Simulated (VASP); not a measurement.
# Cd3Se (I4/mmm) in VASP: single point with PBE

Aim: the single point of Cd3Se with PBE.

Program: VASP 6.6.1. These are calculated values, not measurements. Logs are shortened: lines on timing, memory, paths and dates and some standing lists are left out, and cuts for length are marked.

## (1) The structure

Symmetry: I4/mmm, No. 139, tetragonal system. Conventional cell: a = 4.082 Å, b = 4.082 Å, c = 12.174 Å, α = 90.00°, β = 90.00°, γ = 90.00°. Around Cd (site symmetry 4/mmm) lie 4 Se at 2.89 Å. Cd (site symmetry -4m2) has 4 Cd at 2.89 Å as nearest neighbours. Se (site symmetry 4/mmm) has 4 Cd at 2.89 Å as nearest neighbours.

The cell comes from a database or a generator and needn't be the stable form of this composition.

## (2) Single point, PBE

File INCAR:

```
PREC = Accurate
ENCUT = 450
EDIFF = 1E-7
ISMEAR = 0
SIGMA = 0.02
LREAL = False
LASPH = True
NELM = 80
ALGO = Normal
ISIF = 2
LWAVE = False
LCHARG = True
GGA = PE
LELF = True
LVHAR = True
```

File KPOINTS:

```
regular mesh
0
Gamma
  5 5 5
```

File POSCAR:

```
Cd3Se
1.0
   -2.0409530000      2.0409530000      6.0870800000
    2.0409530000     -2.0409530000      6.0870800000
    2.0409530000      2.0409530000     -6.0870800000
Cd Se
3 1
Direct
    0.5000000000      0.5000000000      0.0000000000
    0.2500000000      0.7500000000      0.5000000000
    0.7500000000      0.2500000000      0.5000000000
    0.0000000000      0.0000000000      0.0000000000
```

Potentials or basis: VASP PAW PBE potentials, release 64 (Cd_GW, Se_GW).

Run with:

```console
> cat potpaw_PBE.64/Cd_GW/POTCAR potpaw_PBE.64/Se_GW/POTCAR > POTCAR
> mpirun -np 1 vasp_std > vasp.out
```

OUTCAR:

```text
PREC = Accurate
   ENCUT = 450
   EDIFF = 1E-7
   ISMEAR = 0
   LREAL = False
   LASPH = True
   NELM = 80
   ISIF = 2
   GGA = PE

 ion  position               nearest neighbor table
   1  0.500  0.500  0.000-   4 2.89   4 2.89   4 2.89   4 2.89
   2  0.250  0.750  0.500-   3 2.89   3 2.89   3 2.89   3 2.89
   3  0.750  0.250  0.500-   2 2.89   2 2.89   2 2.89   2 2.89
   4  0.000  0.000  0.000-   1 2.89   1 2.89   1 2.89   1 2.89

  LATTYP: Found a body centered tetragonal cell.
 ALAT       =     4.0819060000
 C/A-ratio  =     2.9824694640

  Lattice vectors:

 A1 = (  -2.0409530000,   2.0409530000,   6.0870800000)
 A2 = (   2.0409530000,  -2.0409530000,   6.0870800000)
 A3 = (   2.0409530000,   2.0409530000,  -6.0870800000)

Analysis of symmetry for initial positions (statically):
=====================================================================
 Subroutine PRICEL returns:
 Original cell was already a primitive cell.

 Routine SETGRP: Setting up the symmetry group for a
 body centered tetragonal supercell.

 Subroutine GETGRP returns: Found 16 space group operations
 (whereof 16 operations were pure point group operations)
 out of a pool of 16 trial point group operations.

The static configuration has the point symmetry D_4h.

Analysis of symmetry for dynamics (positions and initial velocities):
=====================================================================
 Subroutine PRICEL returns:
 Original cell was already a primitive cell.

 Routine SETGRP: Setting up the symmetry group for a
 body centered tetragonal supercell.

 Subroutine GETGRP returns: Found 16 space group operations
 (whereof 16 operations were pure point group operations)
 out of a pool of 16 trial point group operations.

The dynamic configuration has the point symmetry D_4h.

 Subroutine INISYM returns: Found 16 space group operations
 (whereof 16 operations are pure point group operations),
 and found     1 'primitive' translations

----------------------------------------------------------------------------------------

                                     Primitive cell

  volume of cell :     101.4227

  direct lattice vectors                    reciprocal lattice vectors
    -2.040953000  2.040953000  6.087080000     0.000000000  0.244983593  0.082141191
     2.040953000 -2.040953000  6.087080000     0.244983593  0.000000000  0.082141191
     2.040953000  2.040953000 -6.087080000     0.244983593  0.244983593  0.000000000

  length of vectors
     6.736729267  6.736729267  6.736729267     0.258387570  0.258387570  0.346459120

  position of ions in fractional coordinates (direct lattice)
     0.500000000  0.500000000  0.000000000
     0.250000000  0.750000000  0.500000000
     0.750000000  0.250000000  0.500000000
     0.000000000  0.000000000  0.000000000

  ion indices of the primitive-cell ions
   primitive index   ion index
                 1           1
                 2           2
                 3           3
                 4           4

----------------------------------------------------------------------------------------

 KPOINTS: regular mesh

Automatic generation of k-mesh.
 Grid dimensions read from file:
 generate k-points for:    5    5    5

 Generating k-lattice:

  Cartesian coordinates                     Fractional coordinates (reciprocal lattice)
     0.000000000  0.048996719  0.016428238     0.200000000 -0.000000000  0.000000000
     0.048996719  0.000000000  0.016428238    -0.000000000  0.200000000  0.000000000
     0.048996719  0.048996719  0.000000000     0.000000000  0.000000000  0.200000000

  Length of vectors
     0.051677514  0.051677514  0.069291824

  Shift w.r.t. Gamma in fractional coordinates (k-lattice)
     0.000000000  0.000000000  0.000000000

 Subroutine IBZKPT returns following result:
 ===========================================

 Found     18 irreducible k-points:

 Following reciprocal coordinates:
            Coordinates               Weight
  0.000000  0.000000  0.000000      1.000000
  0.200000  0.000000 -0.000000      8.000000
  0.400000  0.000000 -0.000000      8.000000
  0.200000  0.200000 -0.000000      8.000000
  0.400000  0.200000 -0.000000     16.000000
 -0.400000  0.200000  0.000000     16.000000
[... 10 lines left out ...]
 -0.400000  0.400000  0.400000      4.000000
 -0.400000 -0.400000  0.400000      2.000000
   k-points           NKPTS =     18   k-points in BZ     NKDIM =     18   number of bands    NBANDS=     25
   number of dos      NEDOS =    301   number of ions     NIONS =      4
   total plane-waves  NPLWV = 110592
   dimension x,y,z NGX =    48 NGY =   48 NGZ =   48
   dimension x,y,z NGXF=    96 NGYF=   96 NGZF=   96
   ions per type =               3   1
   NGX,Y,Z   is equivalent  to a cutoff of  11.85, 11.85, 11.85 a.u.
   NGXF,Y,Z  is equivalent  to a cutoff of  23.69, 23.69, 23.69 a.u.
 SYSTEM =  unknown system
   PREC   = accura    normal or accurate (medium, high low for compatibility)
   ISTART =      0    job   : 0-new  1-cont  2-samecut
   ICHARG =      2    charge: 1-file 2-atom 10-const
   ISPIN  =      1    spin polarized calculation?
   LNONCOLLINEAR =      F non collinear calculations
   LSORBIT =      F    spin-orbit coupling
   LASPH  =      T    aspherical Exc in radial PAW
   ENCUT  =  450.0 eV  33.07 Ry    5.75 a.u.  11.65 11.65 11.65*2*pi/ulx,y,z
   NELM   =     80;   NELMIN=  2; NELMDL= -5     # of ELM steps
   EDIFF  = 0.1E-06   stopping-criterion for ELM
   LREAL  =      F    real-space projection
   EDIFFG = 0.1E-05   stopping-criterion for IOM
   NSW    =      0    number of steps for IOM
   IBRION =     -1    ionic relax: 0-MD 1-quasi-New 2-CG
   NFREE  =      0    steps in history (QN), initial steepest desc. (CG)
   ISIF   =      2    stress and relaxation
   ISYM   =      2    0-nonsym 1-usesym 2-fastsym
   POTIM  = 0.5000    time-step for ionic-motion
   TEBEG  =    0.0;   TEEND  =   0.0 temperature during run
   PSTRESS=    0.0 pullay stress
   NELECT =      42.0000    total number of electrons
   NUPDOWN=      -1.0000    fix difference up-down
   EMIN   =  10.00;   EMAX   =-10.00  energy-range for DOS
   EFERMI =   0.00;   METHOD = LEGACY
   ISMEAR =     0;   SIGMA  =   0.02  broadening in eV -4-tet -1-fermi 0-gaus
   EFERMI_NEDOS =   21; number of points for ismear=-14 and -15
   IALGO  =     38    algorithm
   IMIX   =      4    mixing-type and parameters
     AMIX     =   0.40;   BMIX     =  1.00
     AMIX_MAG =   1.60;   BMIX_MAG =  1.00
  volume/ion in A,a.u.               =      25.36       171.11
  Fermi-wavevector in a.u.,A,eV,Ry     =   1.220243  2.305925 20.258973  1.488993
  Thomas-Fermi vector in A             =   2.355467
   LORBIT       =      0    0 simple, 1 ext, 2 COOP (PROOUT), +10 PAW based schemes
   GGA     = PE    functional components
   LHFCALC =     F    Hartree Fock is set to
   AEXX    =    0.0000 exact exchange contribution
   IVDW    =     0    specifies the selected vdW correction
   LEPSILON=     F    determine dielectric tensor
   LRPA    =     F    only Hartree local field effects (RPA)
 non-spin polarized calculation
 Gauss-broadening in eV      SIGMA  =   0.02
  energy-cutoff  :      450.00
  volume of cell :      101.42
 maximum number of plane-waves:      2208
   NGX = 23   NGY = 23   NGZ = 23

 number of electron      42.0000003 magnetization

 Free energy of the ion-electron system (eV)
  ---------------------------------------------------
  ext. energy  EPLUGINS =         0.00000000
  ---------------------------------------------------
  free energy    TOTEN  =        -5.99869924 eV

  energy without entropy =       -5.99766530  energy(sigma->0) =       -5.99818227

 E-fermi :   4.3676     XC(G=0):  -9.9703

 val. band max:        4.0171314746   @ k =   0.2000   0.0000  -0.0000
 cond. band min:       4.3725796993   @ k =  -0.2000   0.2000   0.0000
 fundamental gap:      0.3554482246
 Fermi energy:         4.3675604973

 k-point     1 :       0.0000    0.0000    0.0000
  band No.  band energies     occupation
      1      -8.9083      2.00000
      2      -5.4867      2.00000
      3      -5.2330      2.00000
      4      -5.0781      2.00000
      5      -4.6961      2.00000
      6      -4.6961      2.00000
[... 17 lines left out ...]
     24       6.7438      0.00000
     25       8.3317      0.00000

 k-point     2 :       0.2000    0.0000   -0.0000
  band No.  band energies     occupation
      1      -8.7615      2.00000
      2      -5.3392      2.00000
      3      -5.0942      2.00000
      4      -4.9417      2.00000
      5      -4.6905      2.00000
      6      -4.6706      2.00000
[... 17 lines left out ...]
     24       7.3843      0.00000
     25       8.8349      0.00000

 k-point     3 :       0.4000    0.0000   -0.0000
  band No.  band energies     occupation
      1      -8.4917      2.00000
      2      -4.9222      2.00000
      3      -4.7735      2.00000
      4      -4.7179      2.00000
      5      -4.6986      2.00000
      6      -4.6336      2.00000
[... 17 lines left out ...]
     24       7.9265      0.00000
     25       8.5685      0.00000

 k-point     4 :       0.2000    0.2000   -0.0000
  band No.  band energies     occupation
      1      -8.6541      2.00000
      2      -5.3088      2.00000
      3      -4.9711      2.00000
      4      -4.7864      2.00000
      5      -4.7631      2.00000
      6      -4.6417      2.00000
[... 17 lines left out ...]
     24       6.8131      0.00000
     25       8.7912      0.00000

 k-point     5 :       0.4000    0.2000   -0.0000
  band No.  band energies     occupation
      1      -8.4767      2.00000
      2      -5.0924      2.00000
      3      -4.8034      2.00000
      4      -4.7297      2.00000
      5      -4.6852      2.00000
      6      -4.6197      2.00000
[... 17 lines left out ...]
     24       6.7809      0.00000
     25       8.2464      0.00000

 k-point     6 :      -0.4000    0.2000    0.0000
  band No.  band energies     occupation
      1      -8.4808      2.00000
      2      -5.0928      2.00000
      3      -4.7838      2.00000
      4      -4.7125      2.00000
      5      -4.6551      2.00000
      6      -4.6353      2.00000
[... 17 lines left out ...]
     24       7.0396      0.00000
     25       8.3324      0.00000
[... 225 lines left out ...]
 k-point    15 :      -0.2000   -0.4000    0.2000
  band No.  band energies     occupation
      1      -8.7472      2.00000
      2      -5.3387      2.00000
      3      -5.1005      2.00000
      4      -4.9419      2.00000
      5      -4.7355      2.00000
      6      -4.7109      2.00000
[... 17 lines left out ...]
     24       7.5650      0.00000
     25       8.8178      0.00000

 k-point    16 :      -0.2000   -0.2000    0.2000
  band No.  band energies     occupation
      1      -8.8977      2.00000
      2      -5.4863      2.00000
      3      -5.2366      2.00000
      4      -5.0765      2.00000
      5      -4.7315      2.00000
      6      -4.7315      2.00000
[... 17 lines left out ...]
     24       6.8723      0.00000
     25       8.0102      0.00000

 k-point    17 :      -0.4000    0.4000    0.4000
  band No.  band energies     occupation
      1      -8.7382      2.00000
      2      -5.3383      2.00000
      3      -5.1037      2.00000
      4      -4.9426      2.00000
      5      -4.7580      2.00000
      6      -4.7299      2.00000
[... 17 lines left out ...]
     24       7.6828      0.00000
     25       8.0950      0.00000

 k-point    18 :      -0.4000   -0.4000    0.4000
  band No.  band energies     occupation
      1      -8.8802      2.00000
      2      -5.4856      2.00000
      3      -5.2408      2.00000
      4      -5.0744      2.00000
      5      -4.7727      2.00000
      6      -4.7727      2.00000
[... 17 lines left out ...]
     24       7.0919      0.00000
     25       7.7724      0.00000

------------------------ aborting loop because EDIFF is reached ----------------------------------------

  FORCE on cell =-STRESS in cart. coord.  units (eV):
  Direction    XX          YY          ZZ          XY          YZ          ZX
  --------------------------------------------------------------------------------------
  -------------------------------------------------------------------------------------
  Total       -0.5686359     -0.5686359      0.2741044      0.0000000      0.0000000     -0.0000000
  in kB       -8.9827605     -8.9827605      4.3300375      0.0000000      0.0000000     -0.0000000
  external PRESSURE =      -4.5451612 kB  Pullay stress =       0.0000000 kB

 VOLUME and BASIS-vectors are now :
 -----------------------------------------------------------------------------
  energy-cutoff  :      450.00
  volume of cell :      101.42
      direct lattice vectors                 reciprocal lattice vectors
    -2.040953000  2.040953000  6.087080000     0.000000000  0.244983593  0.082141191
     2.040953000 -2.040953000  6.087080000     0.244983593  0.000000000  0.082141191
     2.040953000  2.040953000 -6.087080000     0.244983593  0.244983593  0.000000000

 POSITION                                       TOTAL-FORCE (eV/Angst)
 -----------------------------------------------------------------------------------
      0.00000      0.00000      6.08708         0.000000      0.000000     -0.000000
      2.04095      0.00000      3.04354        -0.000000     -0.000000      0.000000
      0.00000      2.04095      3.04354        -0.000000      0.000000     -0.000000
      0.00000      0.00000      0.00000         0.000000      0.000000     -0.000000
 -----------------------------------------------------------------------------------
    total drift:                                0.000000     -0.000000      0.000000

  FREE ENERGIE OF THE ION-ELECTRON SYSTEM (eV)
  ---------------------------------------------------
  free  energy   TOTEN  =        -5.9986992377 eV

  energy  without entropy=       -5.9976653030  energy(sigma->0) =       -5.99818227
```

Wall time 47 s (1 thread of Intel Xeon 6975P-C (Granite Rapids), shared host); peak memory 0.34 GiB.

Results:

```yaml
Free_energy: -5.9987 eV
Pressure: -0.5 GPa
Band_gap_on_the_k_mesh: none (metal or under the smearing width)
```

Stress tensor (GPa, compression positive):
```
-0.90  0.00  0.00
 0.00 -0.90  0.00
 0.00  0.00  0.43
```

Caveat: the k mesh is coarse (spacing up to 0.44 Å⁻¹), so the values aren't converged.

## (3) For comparison

An earlier run on the cell as given: functional PBE; potentials or basis VASP PAW PBE potentials, release 64 (Cd, Se); cutoff 520 eV; k mesh 9 × 9 × 9; occupations fermi-dirac, width 0.05 eV; no spin polarisation.

* Pressure: -0.3 GPa
* Band gap on the k mesh: none (metal or under the smearing width)
